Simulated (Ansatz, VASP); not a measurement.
# Cu: VASP beside Ansatz

Contents of INCAR:

```
SYSTEM = Cu
PREC     = Accurate       ! precision mode
ENCUT    = 520            ! plane-wave cutoff, eV
EDIFF    = 1E-7           ! SCF threshold, eV
ISMEAR   = 1              ! smearing method
SIGMA    = 0.1            ! smearing width, eV
LREAL    = .False.        ! projectors in reciprocal space
LASPH    = .True.         ! aspherical terms in the spheres
NELM     = 100            ! most SCF steps
ALGO     = Normal         ! electronic algorithm
ISIF     = 2              ! what is computed and relaxed
LWAVE    = .False.        ! write WAVECAR
LCHARG   = .False.        ! write CHGCAR
GGA      = PS             ! functional
NBANDS   = 12             ! bands
```

File KPOINTS:

```
regular mesh
0
Gamma
  14 14 14
  0 0 0
```

Contents of POSCAR:

```
Cu
1.0
   -1.4032446616      1.4032446616      1.3383614422
    1.4032446616     -1.4032446616      1.3383614422
    1.4032446616      1.4032446616     -1.3383614422
Cu
1
Direct
    0.0000000000      0.0000000000      0.0000000000
```

Input for Ansatz:

```yaml
crystal:
  lattice:
    - [-1.4032446615752063, 1.4032446615752063, 1.3383614422370413]
    - [1.4032446615752063, -1.4032446615752063, 1.3383614422370413]
    - [1.4032446615752063, 1.4032446615752063, -1.3383614422370413]
  atoms:
    - { symbol: Cu, position: [0.0, 0.0, 0.0] }
basis:
  ecutwfc: 500.0
kpoints:
  mp_grid:
    grid: [14, 14, 14]
hamiltonian:
  xc: pbesol
scf:
  occupations:
    method: methfessel_paxton
    width: 0.1
output:
  stress: true
```

This isn't the form of Cu at room conditions, which is fcc.

Alike in both runs: task single point; functional PBEsol; k mesh 14 × 14 × 14; occupations methfessel-paxton of order 1, width 0.1 eV; no spin polarisation.

|  | VASP | Ansatz |
| --- | --- | --- |
| version | VASP 6.6.1 | Ansatz 0.2.0 |
| potentials or method | VASP PAW PBE potentials, release 64 (Cu) | plane waves, PAW |
| plane-wave cutoff (eV) | 520 | 500 |
| valence electrons in the cell | 11 | 19 |

Ansatz gave:

```
pressure (GPa)                                  : 14.8
largest component of the traceless stress (GPa) : 0.11
```

Estimate VASP's values.

pressure (GPa): 15.5; largest component of the traceless stress (GPa): 0.15.

With one functional, cell and mesh, what is left measures potentials, basis and numerics. The two sets of potentials don't hold the same shells in valence.

Caveats: so large a pressure means that the cell lies far from this level's equilibrium, or that cutoff or potentials fall short (VASP); the potentials were made for another functional, which shifts forces and pressure (VASP).
